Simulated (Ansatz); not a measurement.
The system is TiTe2.

```xyz
3
Lattice="3.7770 0.0000 0.0000 -1.8885 3.2710 0.0000 0.0000 0.0000 6.4980" Properties=species:S:1:pos:R:3 pbc="T T T"
Te    0.0000    2.1807    4.7903
Te    1.8885    1.0903    1.7077
Ti    0.0000    0.0000    0.0000
```

Base run:

- Program: Ansatz 0.2.0
- Functional: PBEsol
- Potentials or basis: Ansatz PAW
- Cutoff: 420 eV (not typed: the program's choice for these potentials)
- k mesh: 8 × 8 × 4
- Occupations: fermi-dirac, width 0.05 eV
- Spin: no spin polarisation

Its results: band gap on the k mesh none (metal or under the smearing width); pressure -2.3 GPa; largest force 0.128 eV/Å.

Q: After a change of settings the same cell gave: band gap on the k mesh none (metal or under the smearing width); pressure -4.1 GPa; largest force 0.310 eV/Å. Which change was it?
A. functional from PBEsol to LDA
B. functional from PBEsol to RPBE
C. k mesh from 8 × 8 × 4 to 6 × 6 × 3; spin from no spin polarisation to spin-orbit coupling, no magnetisation; potential files from those of the base run to others of the same set

A: A.

LDA binds more tightly than PBEsol, so the same cell stands under less pressure.

Caveats: spin-orbit coupling is left out, which moves the levels of the heavy elements; the PAW data sets come from PBE, with cores solved anew for the run's functional, which leaves a small shift of forces and pressure; this functional lacks dispersion, which binds the layers, so the pressure and a relaxed spacing across them are unreliable (some runs).
